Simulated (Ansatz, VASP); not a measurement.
# Two plane-wave programs on NiO2

```
CELL_PARAMETERS angstrom
2.76247 0.00000 0.00000
-1.38124 2.39237 0.00000
0.00000 0.00000 4.20447
ATOMIC_POSITIONS crystal
Ni 0.00000 0.00000 0.50000
O 0.66667 0.33333 0.71876
O 0.33333 0.66667 0.28124
```

The cell comes from a database or a generator and needn't be the stable form of this composition.

Alike in both runs: task relaxation of cell and atoms; functional LDA; k mesh 12 × 12 × 6; occupations gaussian, width 0.02 eV; no spin polarisation.

```csv
,VASP,Ansatz
version,VASP 6.6.1,Ansatz 0.2.0
potentials or method,"VASP PAW LDA potentials, release 64 (Ni, O)","scalar-relativistic, plane waves, PAW"
plane-wave cutoff (eV),600,520
valence electrons in the cell,22,30
```

VASP gave:

* gap on the k mesh at the Fermi level, each at its own relaxed structure (eV): 0.69
* relaxed volume (Å³/atom): 9.15
* relaxed cell length with the largest relative difference (Å): 4.138

Which values does Ansatz return?

gap on the k mesh at the Fermi level, each at its own relaxed structure (eV): 0.77; relaxed volume (Å³/atom): 9.27; relaxed cell length with the largest relative difference (Å): 4.206.

The two sets of potentials don't hold the same shells in valence.

A k mesh can miss the band edges. Spin polarisation is off, so any magnetic state and its effect on volume and gap are missing.
